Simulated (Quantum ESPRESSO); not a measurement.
A run of Quantum ESPRESSO 7.5 is set up as follows.

File pw.in:

```
&CONTROL
  calculation = 'scf'
  prefix = 'pwscf'
  outdir = './tmp'
  pseudo_dir = './pseudo'
  tprnfor = .true.
  tstress = .true.
  disk_io = 'nowf'
/
&SYSTEM
  ibrav = 0
  nat = 4
  ntyp = 2
  ecutwfc = 55
  ecutrho = 440
  nbnd = 25
  occupations = 'smearing'
  smearing = 'fd'
  degauss = 0.00367493
/
&ELECTRONS
  conv_thr = 8d-10
  electron_maxstep = 120
  mixing_beta = 0.5
/
ATOMIC_SPECIES
Cu    63.5460 Cu.paw.z_11.ld1.psl.v1.0.0-low.upf
O     15.9990 O.pbe-n-kjpaw_psl.0.1.UPF
CELL_PARAMETERS angstrom
   3.2880244300    0.0000000000    0.0000000000
  -1.6440122100    2.8475126800    0.0000000000
   0.0000000000    0.0000000000    5.3850248600
ATOMIC_POSITIONS crystal
Cu     0.6793560000    0.3419800000    0.0002900000
Cu     0.3208880000    0.6606060000    0.4945060000
O      0.6583240000    0.3454520000    0.6295720000
O      0.3480200000    0.6737310000    0.1319860000
K_POINTS automatic
9 9 5 0 0 0
```

Potentials or basis: SSSP 1.3 efficiency PBE.

Launch:

```sh
$ OMP_NUM_THREADS=1 pw.x -in pw.in > pw.out
```

Problem. Estimate the pressure.

Solution. -9.3 GPa.

Problem. Predict the band gap on the k mesh.

Solution. None (metal or under the smearing width).

Stress tensor (GPa, compression positive):
```
 -9.97  -0.53   0.01
 -0.53 -10.28  -0.13
  0.01  -0.13  -7.76
```

Caveat: the run has no spin polarisation, though such a crystal can be magnetic; semilocal functionals often make such compounds metallic where correlation or magnetic order opens a gap, which also shifts bond lengths.
